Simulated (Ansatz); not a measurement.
The system is BaTiO3.

```xyz
10
Lattice="-3.8027 -0.0566 -0.0218 -0.0219 -0.0317 -4.1303 -0.1132 -7.9735 -0.0631" Properties=species:S:1:pos:R:3 pbc="T T T"
Ba   -0.2466   -3.9791   -3.7874
Ba   -0.0540   -0.2243   -3.8091
Ti   -1.7732   -1.6800   -2.1731
Ti   -2.0067   -6.1212   -2.0029
O    -1.8588   -1.9453   -0.1906
O    -1.8152   -5.5583   -0.3551
O    -2.1087   -3.6341   -2.2729
O    -2.0275   -0.2908   -2.3182
O    -3.7738   -2.1462   -1.9271
O    -0.1085   -6.6995   -2.1549
```

Base run:

```yaml
Program: Ansatz 0.2.0
Functional: PBE
Potentials_or_basis: Ansatz PAW
Cutoff: 600 eV
Density_cutoff: 2400 eV
k_mesh: 7 × 7 × 4
Occupations: fermi-dirac, width 0.05 eV
Spin: no spin polarisation
```

Its results: band gap on the k mesh 0.33 eV, indirect (least direct gap 0.44 eV); pressure 36.7 GPa; largest force 26.633 eV/Å.

Problem. The run is repeated on the same cell with these changes: functional from PBE to r2SCAN; cutoff from 600 eV to 500 eV (not typed: the program's choice for these potentials); hubbard terms from none to Ti d U = 5 eV; hubbard projectors from none to ortho-atomic (the default). What comes out?

Solution. Band gap on the k mesh 0.95 eV, indirect (least direct gap 1.04 eV); pressure 36.8 GPa; largest force 28.105 eV/Å.

Several settings changed at once, so the effect can't be laid on one alone.

Caveats: a pressure of tens of GPa on the cell as given is suspect, and the run, the potentials or the cell itself is likely at fault; spin-orbit coupling is left out, which moves the levels of the heavy elements; forces of over 1 eV/Å show positions far from the minimum, so gaps and moduli don't describe the material at rest; odd divisions of the mesh miss points on the zone boundary, where band edges often lie, so the gap on the mesh can be too wide (some runs); the PAW data sets come from PBE, with cores solved anew for the run's functional, which leaves a small shift of forces and pressure (some runs).

A k mesh can miss the band edges.
